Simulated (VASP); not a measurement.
Crystal: BN.

```
CELL_PARAMETERS angstrom
0.00000 3.33948 2.16883
1.25384 0.00000 2.16883
1.25384 3.33948 0.00000
ATOMIC_POSITIONS crystal
B 0.00011 0.00011 0.99989
N 0.66659 0.66659 0.33341
```

Measurements of this composition are mostly on another form, of space group No. 194.

- Program: VASP 6.6.1
- Task: relaxation of cell and atoms
- Functional: LDA
- Potentials or basis: VASP PAW LDA potentials, release 64 (B, N)
- Cutoff: 600 eV
- k mesh: 12 × 12 × 12
- Occupations: gaussian, width 0.02 eV
- Spin: no spin polarisation

At the start: pressure -5.0 GPa; volume 9.08 Å³/atom.

Question: Where does the relaxation end?

Answer: Over 15 steps the energy falls by 3.3 meV/atom and the volume is 8.71 Å³/atom (-4.1 %); space group Fmm2 (No. 42, to 0.05 Å).

Step by step:
```csv
step,energy change (eV),largest force (eV/Å),pressure (GPa),volume (Å³)
1,0.0000,0.0017,-4.98,18.16
2,0.0161,0.0063,9.96,17.43
3,-0.0054,0.0007,-0.26,17.92
4,-0.0054,0.0008,-0.18,17.91
5,-0.0055,0.0016,-0.16,17.88
6,-0.0058,0.0089,-0.11,17.80
7,-0.0063,0.0234,-0.01,17.63
8,-0.0063,0.0527,0.07,17.29
9,-0.0065,0.0354,-0.12,17.49
10,-0.0064,0.0441,0.07,17.39
11,-0.0065,0.0402,-0.02,17.43
12,-0.0063,0.1299,0.09,17.38
13,-0.0065,0.0070,0.01,17.42
14,-0.0065,0.0108,0.01,17.41
15,-0.0065,0.0007,0.02,17.42
```

Final structure:
```xyz
2
Lattice="0.0000 3.2448 2.1541 1.2458 0.0000 2.1541 1.2458 3.2448 0.0000" Properties=species:S:1:pos:R:3 pbc="T T T"
B     1.2458    3.2448    0.0006
N     1.2458    3.2448    2.8717
```
